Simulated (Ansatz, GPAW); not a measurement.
Given: the input of a run of Ansatz 0.2.0 on Bi. This isn't the form of Bi at room conditions, which is rhombohedral.

input.yaml

```yaml
crystal:
  lattice:
    - [3.488598, -3.132578, 0.0]
    - [3.488598, 3.132578, 0.0]
    - [-1.260235, 0.0, 3.11355]
  atoms:
    - { symbol: Bi, position: [0.753061, 0.753061, 0.857382] }
    - { symbol: Bi, position: [0.246939, 0.246939, 0.142618] }
kpoints:
  mp_grid: { grid: [6, 6, 9] }
scf:
  occupations: { method: fermi_dirac, width: 0.05 }
hamiltonian:
  xc: pbesol
  pseudopotentials: { kind: all_electron, lapw: { basis_error: 0.001 } }
output:
  forces: true
  stress: true
  eigenvalues: true
  populations: true
```

Potentials or basis: all-electron LAPW, scalar-relativistic.

Run with:

```console
$ ansatz run input.yaml --threads 1 --pin off --max-ram 3072MiB --backend cpu --events-out ev --progress --plain --runs-dir out
```

Question: Set up the same calculation for GPAW 26.7.0 (ASE script). Potentials or basis there: PAW data sets generated for this functional, cutoff 600 eV.

Answer: As run (cutoffs and basis follow the program's own potentials, and thresholds, step limits or extra output files can differ):

The input run.py:

```python
from ase import Atoms
from ase.dft.bandgap import bandgap
from ase.io import write
from ase.units import GPa
from gpaw import GPAW, PW, setup_paths

setup_paths.insert(0, '.')

atoms = Atoms(['Bi', 'Bi'],
              cell=[[3.488598, -3.132578, 0.0],
                    [3.488598, 3.132578, 0.0],
                    [-1.260235, 0.0, 3.11355]],
              scaled_positions=[[0.753061, 0.753061, 0.857382],
                                [0.246939, 0.246939, 0.142618]],
              pbc=True)

calc = GPAW(mode=PW(600),
            xc='PBEsol',
            kpts={'size': (6, 6, 9), 'gamma': True},
            occupations={'name': 'fermi-dirac', 'width': 0.05},
            nbands=25,
            convergence={'density': 1e-05, 'energy': 1e-05},
            maxiter=150,
            txt='gpaw.txt')
atoms.calc = calc
energy = atoms.get_potential_energy()
forces = atoms.get_forces()
stress = atoms.get_stress()
calc.write('gs.gpw')
write('result.traj', atoms)
print(f'Energy: {energy:.6f} eV')
print('Forces (eV/A):')
print(forces.round(4))
print('Stress (GPa):', (stress / GPa).round(3))
print('Fermi level:', round(calc.get_fermi_level(), 4), 'eV')
print(f'Gap: {bandgap(calc)[0]:.4f} eV, direct: {bandgap(calc, direct=True)[0]:.4f} eV')
```

Potentials or basis: PAW data sets generated in the run's folder for this functional, pw.

The run is started by

```sh
$ gpaw-setup -f PBEsol Bi
$ OMP_NUM_THREADS=1 python run.py
```

Both were run:

|  | Ansatz | GPAW |
| --- | --- | --- |
| Pressure | -2.4 GPa | -2.5 GPa |
| Largest force | 0.059 eV/Å | 0.064 eV/Å |

Where Ansatz's input types no cutoff or centring, it takes its own default and a Γ-centred mesh.

Pressure is positive in compression.
